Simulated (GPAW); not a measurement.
Input of a GPAW 26.7.0 run:

B.cif

```cif
data_B
_cell_length_a 1.62456000
_cell_length_b 2.86615000
_cell_length_c 3.91440000
_cell_angle_alpha 90.00000000
_cell_angle_beta 90.00000000
_cell_angle_gamma 90.00000000
_space_group_name_H-M_alt 'P1'
_space_group_name_Hall 'P 1'
_space_group_IT_number 1
loop_
_space_group_symop_operation_xyz
'x,y,z'
loop_
_atom_site_label
_atom_site_type_symbol
_atom_site_symmetry_multiplicity
_atom_site_Wyckoff_symbol
_atom_site_fract_x
_atom_site_fract_y
_atom_site_fract_z
_atom_site_occupancy
B1 B 1 a 0.0000000000 0.5000000000 0.6092600000 1
B2 B 1 a 0.5000000000 0.0000000000 0.3907400000 1
```

Potentials or basis: GPAW PAW data sets (gpaw-data 1.2.1), pw.

Command:

```bash
$ OMP_NUM_THREADS=1 gpaw run B.cif -p 'mode=PW(800),xc=PBE,kpts={size:(16,9,7),gamma:True},occupations={name:fermi-dirac,width:0.05},nbands=10,convergence={density:1e-05,energy:1e-05},maxiter=150,txt=gpaw.txt' --properties efs -w gs.gpw
```

Q: Predict the largest force.

A: 0.006 eV/Å.

Q: What does it give for the pressure?

A: -0.1 GPa.

Q: Estimate the band gap on the k mesh.

A: None (metal or under the smearing width).

Stress tensor (GPa, compression positive):
```
-1.09  0.00  0.00
 0.00  1.39  0.00
 0.00  0.00 -0.62
```

Caveat: this functional lacks dispersion, which binds the layers, so the pressure and a relaxed spacing across them are unreliable.
